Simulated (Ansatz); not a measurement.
# BN, space group F-43m: a comparison of functionals at one structure

Run with the Python package of Ansatz (0.2.0).

`bn_xc.py`
```python
"""One structure of BN under several functionals."""

import argparse
import csv

import ansatz as az

parser = argparse.ArgumentParser(description="One structure of BN under several functionals.")
parser.add_argument("--cutoff-ev", type=float, default=470.0, help="basis")
parser.add_argument("--k-length", type=int, required=True, help="k-point sampling")
args = parser.parse_args()

bn = (
    az.Lattice.of((0.0, 1.8075, 1.8075), (1.8075, 0.0, 1.8075), (1.8075, 1.8075, 0.0))
    .atom("B", (0.0, 0.0, 0.0))
    .atom("N", (0.25, 0.25, 0.25))
)

model = (
    bn.calculation()
    .pseudopotentials("paw")
    .basis(args.cutoff_ev)
    .kpoints(length=args.k_length)
    .occupations(az.OccupationsMethod.FIXED)
    .stress()
    .band_table()
)

rows = []
for value in ["lda", "revpbe", "pbesol"]:
    data = model.functional(value).run(threads=1, pin="off").report
    rows.append((value, data["free_energy_ev"] / len(data["lattice"]["sites"]), data["n_iterations"], sum(data["stress_gpa"][i][i] for i in range(3)) / 3, data["gap_by_band_count_ev"], data["n_kpoints"]))

with open("xc.csv", "w", newline="") as handle:
    writer = csv.writer(handle)
    writer.writerow(["functional", "F/atom (eV)", "iterations", "P (GPa)", "gap by band count (eV)", "k-points"])
    writer.writerows([round(v, 5) if isinstance(v, float) else v for v in row] for row in rows)
print(open("xc.csv").read())
```

```console
$ python bn_xc.py --k-length 17
functional,F/atom (eV),iterations,P (GPa),gap by band count (eV),k-points
lda,-263.23235,6,-10.91771,4.35897,29
revpbe,-272.04369,6,7.56435,4.49105,29
pbesol,-266.9208,6,-2.89705,4.28829,29
```

From lowest to highest: LDA (-10.9 GPa), PBEsol (-2.9 GPa) and revPBE (7.6 GPa). At a fixed cell a lower pressure usually means a smaller equilibrium volume, so LDA prefers the smallest cell and revPBE the largest. Gaps by band count in the reports: LDA 4.36 eV, revPBE 4.49 eV and PBEsol 4.29 eV (Kohn-Sham values on this mesh, as a rule under measured gaps).

What to keep in mind:
- Semilocal gaps usually lie well under measured ones.
- Pressure is positive in compression.
- The structure is a deposited one; some such entries were measured under pressure or heat, so a shift against it needn't be the functional's error alone.
- Levels are Kohn-Sham eigenvalues on this mesh.
- Total energies of different functionals can't be compared; pressures, moments and gaps at this one structure can.
- The whole script took 1.7 s on 1 thread of Arm Neoverse V2 (shared host), peak memory 0.3 GiB.

(A comment or docstring line of the script was reworded after the run, the code is as it ran; lines on the test bed's own set-up are left out of the output.)
